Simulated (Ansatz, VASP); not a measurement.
# W: VASP beside Ansatz

File INCAR:

```
PREC = Accurate ; ENCUT = 520
EDIFF = 1E-6 ; ISMEAR = -1
SIGMA = 0.05 ; LREAL = F
LASPH = T ; NELM = 60
ALGO = Normal ; ISIF = 2
LWAVE = F ; LCHARG = T
GGA = PE ; LELF = T
LVHAR = T ; NBANDS = 13
```

KPOINTS

```
regular mesh
0
Gamma
  11 11 11
```

Contents of POSCAR:

```
W
1.0
    0.0000000000      1.9885598007      1.9885598007
    1.9885598007      0.0000000000      1.9885598007
    1.9885598007      1.9885598007      0.0000000000
W
1
Direct
    0.0000000000      0.0000000000      0.0000000000
```

Contents of input.yaml:

```yaml
crystal:
  lattice:
    - [0.0, 1.9885598007, 1.9885598007]
    - [1.9885598007, 0.0, 1.9885598007]
    - [1.9885598007, 1.9885598007, 0.0]
  atoms:
    - { symbol: W, position: [0.0, 0.0, 0.0] }
kpoints:
  mp_grid: { grid: [11, 11, 11] }
scf:
  occupations: { method: fermi_dirac, width: 0.05 }
hamiltonian:
  xc: pbe
  pseudopotentials: { kind: all_electron, lapw: { basis_error: 0.0005 } }
output:
  forces: true
  stress: true
  eigenvalues: true
```

Change from the starting cell: volume scaled by 0.94.

Alike in both runs: task single point; functional PBE; k mesh 11 × 11 × 11; occupations fermi-dirac, width 0.05 eV; no spin polarisation.

|  | VASP | Ansatz |
| --- | --- | --- |
| version | VASP 6.6.1 | Ansatz 0.2.0 |
| potentials or method | VASP PAW PBE potentials, release 64 (W_sv) | all-electron LAPW, scalar-relativistic |
| plane-wave cutoff (eV) | 520 | see its input |

Ansatz gave:

```
gap on the k mesh at the Fermi level (eV) : none
pressure (GPa)                            : 14.4
```

**Question.** What did VASP give for the same quantities?

**Answer.** gap on the k mesh at the Fermi level (eV): none; pressure (GPa): 15.0.

A gap of «none» marks a metal or a gap that the smearing closes. Ansatz ran all-electron here, so the differences hold the error of VASP's frozen core and of both bases.

Caveats: so large a pressure means that the cell lies far from this level's equilibrium, or that cutoff or potentials fall short (VASP). The runs have no spin-orbit coupling, so splittings on W are missing.
